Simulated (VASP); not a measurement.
# InSe (P-6m2) in VASP: notebook

One crystal, InSe, is run at these levels: PBEsol; tasks: band structure.

Program: VASP 6.6.1. These are calculated values, not measurements. Logs are shortened: lines on timing, memory, paths and dates and some standing lists are left out, and cuts for length are marked.

### 1 The crystal as given

The structure is hexagonal, space group P-6m2 (No. 187). Conventional cell: a = 4.056 Å, b = 4.056 Å, c = 16.749 Å, α = 90.00°, β = 90.00°, γ = 120.00°. In (site symmetry 3m) has 3 Se at 2.67 Å and 1 In at 2.81 Å as nearest neighbours. Around In (site symmetry 3m) lie 3 Se at 2.67 Å and 1 In at 2.81 Å. Se (site symmetry 3m) is surrounded by 3 In at 2.67 Å. Se (site symmetry 3m) has 3 In at 2.67 Å as nearest neighbours.

Measurements of this composition are mostly on another form, of space group No. 160.

### 2 Band structure, PBEsol

INCAR reads:

```
PREC = Accurate
ENCUT = 520
EDIFF = 1E-6
ISMEAR = 0
SIGMA = 0.03
LREAL = False
LASPH = True
NELM = 80
ALGO = Normal
ISIF = 2
LWAVE = False
LCHARG = False
GGA = PS
KPAR = 2
```

KPOINTS reads:

```
Automatic mesh
0
Gamma
  9 9 2
```

POSCAR reads:

```
InSe                                    
1.0
    4.0561362589      0.0000000000      0.0000000000
   -2.0280681295      3.5127170414     -0.0000000000
    0.0000000000     -0.0000000000     16.7491949898
  In              Se            
     4     4
Direct
     1.0000000000000000    1.0000000000000000    0.5837577423818349
     1.0000000000000000    1.0000000000000000    0.4162422576181651
     0.3333333300000021    0.6666666699999979    0.9162323022865825
     0.3333333300000021    0.6666666699999979    0.0837676977134175
     0.6666666699999979    0.3333333300000021    0.8392092269855985
     0.6666666699999979    0.3333333300000021    0.1607907730144015
     0.3333333300000021    0.6666666699999979    0.6606754469427455
     0.3333333300000021    0.6666666699999979    0.3393245530572546
```

KPOINTS_OPT reads:

```
explicit points
213
Reciprocal
 0.0000000000  0.0000000000  0.0000000000 1
 0.0357142857  0.0000000000  0.0000000000 1
 0.0714285714  0.0000000000  0.0000000000 1
 0.1071428571  0.0000000000  0.0000000000 1
 0.1428571429  0.0000000000  0.0000000000 1
 0.1785714286  0.0000000000  0.0000000000 1
[... 205 lines left out ...]
 0.5000000000  0.0000000000  0.1005576400 1
 0.5000000000  0.0000000000 -0.1005576400 1
```

Potentials or basis: VASP PAW PBE potentials, release 64 (In_d, Se).

Launch:

```
> cat potpaw_PBE.64/In_d/POTCAR potpaw_PBE.64/Se/POTCAR > POTCAR
> mpirun -np 2 vasp_std > vasp.out
```

OUTCAR:

```text
PREC = Accurate
   ENCUT = 520
   EDIFF = 1E-6
   ISMEAR = 0
   LREAL = False
   LASPH = True
   NELM = 80
   ISIF = 2
   GGA = PS

 ion  position               nearest neighbor table
   1  0.000  0.000  0.584-   7 2.67   7 2.67   7 2.67   2 2.81
   2  0.000  0.000  0.416-   8 2.67   8 2.67   8 2.67   1 2.81
   3  0.333  0.667  0.916-   5 2.67   5 2.67   5 2.67   4 2.81
   4  0.333  0.667  0.084-   6 2.67   6 2.67   6 2.67   3 2.81
   5  0.667  0.333  0.839-   3 2.67   3 2.67   3 2.67
   6  0.667  0.333  0.161-   4 2.67   4 2.67   4 2.67
   7  0.333  0.667  0.661-   1 2.67   1 2.67   1 2.67
   8  0.333  0.667  0.339-   2 2.67   2 2.67   2 2.67

  LATTYP: Found a hexagonal cell.
 ALAT       =     4.0561362589
 C/A-ratio  =     4.1293472213

  Lattice vectors:

 A1 = (   4.0561362589,   0.0000000000,   0.0000000000)
 A2 = (  -2.0280681295,   3.5127170414,   0.0000000000)
 A3 = (   0.0000000000,   0.0000000000,  16.7491949898)

Analysis of symmetry for initial positions (statically):
=====================================================================
 Subroutine PRICEL returns:
 Original cell was already a primitive cell.

 Routine SETGRP: Setting up the symmetry group for a
 hexagonal supercell.

 Subroutine GETGRP returns: Found 12 space group operations
 (whereof 12 operations were pure point group operations)
 out of a pool of 24 trial point group operations.

The static configuration has the point symmetry D_3h.

Analysis of symmetry for dynamics (positions and initial velocities):
=====================================================================
 Subroutine PRICEL returns:
 Original cell was already a primitive cell.

 Routine SETGRP: Setting up the symmetry group for a
 hexagonal supercell.

 Subroutine GETGRP returns: Found 12 space group operations
 (whereof 12 operations were pure point group operations)
 out of a pool of 24 trial point group operations.

The dynamic configuration has the point symmetry D_3h.

 Subroutine INISYM returns: Found 12 space group operations
 (whereof 12 operations are pure point group operations),
 and found     1 'primitive' translations

----------------------------------------------------------------------------------------

                                     Primitive cell
[... 105 lines left out ...]
   NSW    =      0    number of steps for IOM
   IBRION =     -1    ionic relax: 0-MD 1-quasi-New 2-CG
   NFREE  =      0    steps in history (QN), initial steepest desc. (CG)
   ISIF   =      2    stress and relaxation
   ISYM   =      2    0-nonsym 1-usesym 2-fastsym
   POTIM  = 0.5000    time-step for ionic-motion
   TEBEG  =    0.0;   TEEND  =   0.0 temperature during run
   PSTRESS=    0.0 pullay stress
   NELECT =      76.0000    total number of electrons
   NUPDOWN=      -1.0000    fix difference up-down
   EMIN   =  10.00;   EMAX   =-10.00  energy-range for DOS
   EFERMI =   0.00;   METHOD = LEGACY
   ISMEAR =     0;   SIGMA  =   0.03  broadening in eV -4-tet -1-fermi 0-gaus
   EFERMI_NEDOS =   21; number of points for ismear=-14 and -15
   IALGO  =     38    algorithm
   IMIX   =      4    mixing-type and parameters
     AMIX     =   0.40;   BMIX     =  1.00
     AMIX_MAG =   1.60;   BMIX_MAG =  1.00
  volume/ion in A,a.u.               =      29.83       201.31
  Fermi-wavevector in a.u.,A,eV,Ry     =   1.117968  2.112654 17.005283  1.249853
  Thomas-Fermi vector in A             =   2.254595
   LORBIT       =      0    0 simple, 1 ext, 2 COOP (PROOUT), +10 PAW based schemes
   GGA     = PS    functional components
   LHFCALC =     F    Hartree Fock is set to
   AEXX    =    0.0000 exact exchange contribution
   IVDW    =     0    specifies the selected vdW correction
   LEPSILON=     F    determine dielectric tensor
   LRPA    =     F    only Hartree local field effects (RPA)
 non-spin polarized calculation
 Gauss-broadening in eV      SIGMA  =   0.03
  energy-cutoff  :      520.00
  volume of cell :      238.64
 maximum number of plane-waves:      6469
 NGX is ok and might be reduce to    30
   NGX = 15   NGY = 15   NGZ = 63

 number of electron      76.0000031 magnetization

 Free energy of the ion-electron system (eV)
  ---------------------------------------------------
  ext. energy  EPLUGINS =         0.00000000
  ---------------------------------------------------
  free energy    TOTEN  =       -31.16143893 eV

  energy without entropy =      -31.16143881  energy(sigma->0) =      -31.16143887

 E-fermi :   3.9011     XC(G=0):  -9.0262

 val. band max:        3.8190026369   @ k =   0.0000   0.0000   0.0000
 cond. band min:       3.9832268104   @ k =   0.0000   0.0000   0.0000
 fundamental gap:      0.1642241735
 Fermi energy:         3.9011147678

 k-point     1 :       0.0000    0.0000    0.0000
  band No.  band energies     occupation
      1     -10.9199      2.00000
      2     -10.9137      2.00000
      3     -10.7364      2.00000
      4     -10.7364      2.00000
      5     -10.7295      2.00000
      6     -10.7295      2.00000
[... 1141 lines left out ...]
     44       7.1259      0.00000
     45       7.8686      0.00000

------------------------ aborting loop because EDIFF is reached ----------------------------------------

  FORCE on cell =-STRESS in cart. coord.  units (eV):
  Direction    XX          YY          ZZ          XY          YZ          ZX
  --------------------------------------------------------------------------------------
  -------------------------------------------------------------------------------------
  Total       -2.2213477     -2.2213477     -1.8898316      0.0000000     -0.0000000      0.0000000
  in kB      -14.9134283    -14.9134283    -12.6877337      0.0000000     -0.0000000      0.0000000
  external PRESSURE =     -14.1715301 kB  Pullay stress =       0.0000000 kB

 VOLUME and BASIS-vectors are now :
 -----------------------------------------------------------------------------
  energy-cutoff  :      520.00
  volume of cell :      238.64
      direct lattice vectors                 reciprocal lattice vectors
     4.056136259  0.000000000  0.000000000     0.246540041  0.142339959  0.000000000
    -2.028068129  3.512717041  0.000000000     0.000000000  0.284679918  0.000000000
     0.000000000  0.000000000 16.749194990     0.000000000  0.000000000  0.059704362

 POSITION                                       TOTAL-FORCE (eV/Angst)
 -----------------------------------------------------------------------------------
      0.00000      0.00000      9.77747        -0.000000      0.000000      0.080591
      0.00000      0.00000      6.97172        -0.000000      0.000000     -0.080591
     -0.00000      2.34181     15.34615         0.000000     -0.000000     -0.087478
     -0.00000      2.34181      1.40304         0.000000     -0.000000      0.087478
      2.02807      1.17091     14.05608        -0.000000      0.000000      0.236949
      2.02807      1.17091      2.69312        -0.000000      0.000000     -0.236949
     -0.00000      2.34181     11.06578         0.000000      0.000000     -0.228142
     -0.00000      2.34181      5.68341         0.000000      0.000000      0.228142
 -----------------------------------------------------------------------------------
    total drift:                                0.000017     -0.000010      0.000000

  FREE ENERGIE OF THE ION-ELECTRON SYSTEM (eV)
  ---------------------------------------------------
  free  energy   TOTEN  =       -31.1614389265 eV

  energy  without entropy=      -31.1614388100  energy(sigma->0) =      -31.16143887
```

It took 7 min on 2 MPI ranks of Intel Xeon 6975P-C (Granite Rapids), shared host; peak memory 0.52 GiB.

What came out:

| Item | Value |
| --- | --- |
| Free energy | -31.1614 eV |
| Pressure | -1.4 GPa |
| Largest force | 0.237 eV/Å |
| Band gap on the k mesh | 0.16 eV, direct |
| Band gap along the path | 0.16 eV, direct |

Forces on the atoms (eV/Å):
```
In   0.000  0.000  0.081
In   0.000  0.000 -0.081
In   0.000  0.000 -0.087
In   0.000  0.000  0.087
Se   0.000  0.000  0.237
Se   0.000  0.000 -0.237
Se   0.000  0.000 -0.228
Se   0.000  0.000  0.228
```

Levels at the corners of the path, in eV from the valence-band top:
| point | band 34 | band 35 | band 36 | band 37 | band 38 | band 39 | band 40 | band 41 | band 42 | band 43 |
| --- | --- | --- | --- | --- | --- | --- | --- | --- | --- | --- |
| Γ | -1.22 | -1.22 | -1.15 | -1.15 | 0.00 | 0.16 | 1.58 | 1.87 | 1.97 | 4.09 |
| M | -2.20 | -2.19 | -2.00 | -1.84 | -1.57 | 1.16 | 1.22 | 1.63 | 1.69 | 3.27 |
| M | -2.20 | -2.19 | -2.00 | -1.84 | -1.57 | 1.16 | 1.22 | 1.63 | 1.69 | 3.27 |
| K | -2.51 | -2.13 | -2.03 | -1.88 | -1.70 | 1.70 | 1.71 | 2.10 | 2.26 | 3.14 |
| K | -2.51 | -2.13 | -2.03 | -1.88 | -1.70 | 1.70 | 1.71 | 2.10 | 2.26 | 3.14 |
| Γ | -1.22 | -1.22 | -1.15 | -1.15 | 0.00 | 0.16 | 1.58 | 1.87 | 1.97 | 4.09 |
| Γ | -1.22 | -1.22 | -1.15 | -1.15 | 0.00 | 0.16 | 1.58 | 1.87 | 1.97 | 4.09 |
| A | -1.18 | -1.18 | -1.18 | -0.99 | -0.95 | 1.02 | 1.10 | 1.94 | 1.97 | 4.14 |
| A | -1.18 | -1.18 | -1.18 | -0.99 | -0.95 | 1.02 | 1.10 | 1.94 | 1.97 | 4.14 |
| L | -2.39 | -2.07 | -2.07 | -1.68 | -1.53 | 1.03 | 1.14 | 1.61 | 1.96 | 3.13 |
| L | -2.39 | -2.07 | -2.07 | -1.68 | -1.53 | 1.03 | 1.14 | 1.61 | 1.96 | 3.13 |
| H | -2.45 | -2.44 | -2.08 | -1.87 | -1.54 | 1.51 | 1.79 | 2.12 | 2.38 | 3.00 |
| H | -2.45 | -2.44 | -2.08 | -1.87 | -1.54 | 1.51 | 1.79 | 2.12 | 2.38 | 3.00 |
| A | -1.18 | -1.18 | -1.18 | -0.99 | -0.95 | 1.02 | 1.10 | 1.94 | 1.97 | 4.14 |
| L | -2.39 | -2.07 | -2.07 | -1.68 | -1.53 | 1.03 | 1.14 | 1.61 | 1.96 | 3.13 |
| M | -2.20 | -2.19 | -2.00 | -1.84 | -1.57 | 1.16 | 1.22 | 1.63 | 1.69 | 3.27 |
| K | -2.51 | -2.13 | -2.03 | -1.88 | -1.70 | 1.70 | 1.71 | 2.10 | 2.26 | 3.14 |
| H | -2.45 | -2.44 | -2.08 | -1.87 | -1.54 | 1.51 | 1.79 | 2.12 | 2.38 | 3.00 |

Caveat: the PAW data sets were made with another functional, which shifts forces and pressure a little; spin-orbit coupling is left out, which moves the levels of the heavy elements; this functional lacks dispersion, which binds the layers, so the pressure and a relaxed spacing across them are unreliable.

### 3 Band structure, PBEsol, spin-orbit coupling, no magnetisation

Changes to INCAR since step 2:

```diff
@@ -12,2 +12,6 @@
 LCHARG = False
+MAGMOM = 0 0 0 0 0 0 0 0 0 0 0 0 0 0 0 0 0 0 0 0 0 0 0 0
+LORBIT = 11
+LSORBIT = True
+GGA_COMPAT = False
 GGA = PS
```

KPOINTS reads:

```
Automatic mesh
0
Gamma
  6 6 2
```

POSCAR is that of step 2.

KPOINTS_OPT is that of step 2.

Potentials or basis: VASP PAW PBE potentials, release 64 (In_d, Se).

Launch:

```
> cat potpaw_PBE.64/In_d/POTCAR potpaw_PBE.64/Se/POTCAR > POTCAR
> mpirun -np 2 vasp_ncl > vasp.out
```

Wall time 41 min (2 MPI ranks of Intel Xeon 6975P-C (Granite Rapids), shared host); peak memory 1.3 GiB.

It converged, with:

- Free energy: -31.3739 eV
- Pressure: -1.4 GPa
- Largest force: 0.240 eV/Å
- Valence electrons inside the program's atomic spheres: In 11.39; Se 3.80

Forces in eV/Å, atoms in the order of the input:
```
In   0.000  0.000  0.078
In   0.000  0.000 -0.078
In   0.000  0.000 -0.085
In   0.000  0.000  0.085
Se   0.000  0.000  0.240
Se   0.000  0.000 -0.240
Se   0.000  0.000 -0.231
Se   0.000  0.000  0.231
```

Stress tensor (GPa, compression positive):
```
-1.47  0.00  0.00
 0.00 -1.47  0.00
 0.00  0.00 -1.31
```

Caveat: the PAW data sets were made with another functional, which shifts forces and pressure a little; this functional lacks dispersion, which binds the layers, so the pressure and a relaxed spacing across them are unreliable.
